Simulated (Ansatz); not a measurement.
In PbTe (rock salt type) the Pb atom of the primitive cell, with all its periodic images, is moved by 0.06 Å along [111].

```yaml
crystal:
  lattice:
    - [0.00000, 3.28500, 3.28500]
    - [3.28500, 0.00000, 3.28500]
    - [3.28500, 3.28500, 0.00000]
  atoms:
    - { symbol: Pb, position: [0.00527, 0.00527, 0.00527] }
    - { symbol: Te, position: [0.50000, 0.50000, 0.50000] }
```
Lattice in Å, positions in fractions of it.

Theory: HSE06, plane waves, PAW datasets (generated soft set 1) in Ansatz 0.2.0 development build.

Cutoff 420 eV; exchange singularity: Wigner-Seitz; k-mesh 4×4×4 Γ-centred; Fermi–Dirac smearing of 0.05 eV; no spin polarisation; no spin–orbit coupling.

(1) What force results?

Answers

(1) The force on it along the displacement is 0.0400 eV/Å, a force constant of -0.67 eV/Å². It is negative: the force pushes the atom further, so on this mesh the structure is unstable along this displacement. On a mesh this coarse the force constant of so soft a mode can lie far from its converged value, in sign too.

```csv
atom,Fx (eV/Å),Fy (eV/Å),Fz (eV/Å)
Pb1,0.0231,0.0231,0.0231
Te2,-0.0230,-0.0230,-0.0230
```

Where the force pushes the moved atom further off its site, the soft mode may be real or faked by the k-mesh. The k-mesh is modest, so these values aren't fully converged in k. Spin–orbit coupling is left out, which matters for 6p elements such as Tl, Pb and Bi.
